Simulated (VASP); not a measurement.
KBr:

```
K Br
1.0
     0.00000    3.30000    3.30000
     3.30000    0.00000    3.30000
     3.30000    3.30000    0.00000
K Br
1 1
Cartesian
  0.0000 0.0000 0.0000
  3.3000 3.3000 3.3000
```

```yaml
Program: VASP 6.6.1
Task: relaxation of cell and atoms
Functional: LDA
Potentials_or_basis: VASP PAW LDA potentials, release 64 (K_sv, Br)
Cutoff: 600 eV
k_mesh: 8 × 8 × 8
Occupations: gaussian, width 0.03 eV
Spin: no spin polarisation
```

At the start: pressure -1.6 GPa; volume 35.94 Å³/atom.

Problem. How do energy, volume and symmetry change on relaxing?

Solution. Over 4 steps the energy falls by 18.8 meV/atom and the volume is 32.49 Å³/atom (-9.6 %); space group Fm-3m (No. 225, to 0.05 Å).

The path:
| step | energy change (eV) | largest force (eV/Å) | pressure (GPa) | volume (Å³) |
| --- | --- | --- | --- | --- |
| 1 | 0.0000 | 0.0000 | -1.59 | 71.87 |
| 2 | -0.0284 | 0.0000 | -0.87 | 68.23 |
| 3 | -0.0375 | 0.0000 | -0.07 | 65.22 |
| 4 | -0.0376 | 0.0000 | 0.01 | 64.98 |

Final structure:
```xyz
2
Lattice="0.0000 3.1909 3.1909 3.1909 0.0000 3.1909 3.1909 3.1909 0.0000" Properties=species:S:1:pos:R:3 pbc="T T T"
K     0.0000    3.1909    3.1909
Br    3.1909    3.1909    3.1909
```
